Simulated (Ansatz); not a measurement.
Predict the output of the script below (the Python package of Ansatz (0.2.0)).

The script reads `POSCAR_cdte`:
```text
CdTe
1.0
   0.00000000    3.20500000    3.20500000
   3.20500000    0.00000000    3.20500000
   3.20500000    3.20500000    0.00000000
Cd Te
1 1
Direct
   0.00000000    0.00000000    0.00000000
   0.25000000    0.25000000    0.25000000
```

`elastic_cdte.py`
```python
import ansatz as az
from ase.io import read
import numpy as np

atoms = read("POSCAR_cdte", format="vasp")
cell = az.Crystal.from_ase(atoms)

model = (
    cell.calculation()
    .occupations("fixed")
    .functional("pbesol")
    .basis(21 * az.Ha)
    .kpoints(6, 6, 6)
)
done = model.elastic("clamped-ion").run(threads=1)
elastic = done.elastic

print("C_ij (GPa), Voigt order xx yy zz yz xz xy")
for row in elastic.c_gpa:
    print(" ".join(f"{value:8.1f}" for value in row))
print("smallest eigenvalue of C:", round(elastic.stability.min_eigenvalue_gpa, 1), "GPa; tensor positive definite:", elastic.stability.min_eigenvalue_gpa > 0)
if elastic.stability.min_eigenvalue_gpa > 0:
    m = elastic.moduli
    print(f"K = {m.k_hill_gpa:.1f}, G = {m.g_hill_gpa:.1f}, E = {m.youngs_gpa:.1f} GPa, Poisson ratio {m.poisson:.3f}, K/G = {m.k_hill_gpa / m.g_hill_gpa:.2f}")
```

```console
$ python elastic_cdte.py
C_ij (GPa), Voigt order xx yy zz yz xz xy
    59.8     44.0     44.0      0.0     -0.0     -0.0
    44.0     59.8     44.0      0.0      0.0      0.0
    44.0     44.0     59.8      0.0      0.0     -0.0
     0.0     -0.0     -0.0     43.3      0.0      0.0
    -0.0     -0.0     -0.0     -0.0     43.3      0.0
     0.0     -0.0     -0.0      0.0      0.0     43.3
smallest eigenvalue of C: 15.8 GPa; tensor positive definite: True
K = 49.3, G = 22.3, E = 58.2 GPa, Poisson ratio 0.303, K/G = 2.21
```

Caveats:
- The Fermi level of a run with fixed occupations marks the highest occupied state on its mesh, not mid-gap.
- A positive definite tensor excludes instabilities under uniform strain alone; phonons elsewhere in the zone can still be imaginary.
- Of the deposited cell: the entry's cell lengths or inner coordinates differ somewhat from later room-temperature determinations.
- The cell stands under 1.7 GPa at these settings.
- These are clamped-ion constants: where atoms have free coordinates under strain, the relaxed-ion ones can be far smaller or negative, so this tensor doesn't settle whether the crystal is stable.
- The starting cell is as deposited in a crystallographic database; the results hold for this polymorph, which needn't be the stable one.
- The constants belong to the cell that was strained; where it wasn't relaxed first it may be under stress.
- Processor time in the engine: 30 s on 1 thread of Intel(R) Xeon(R) Processor @ 2.30GHz (shared host), peak memory 0.68 GiB.
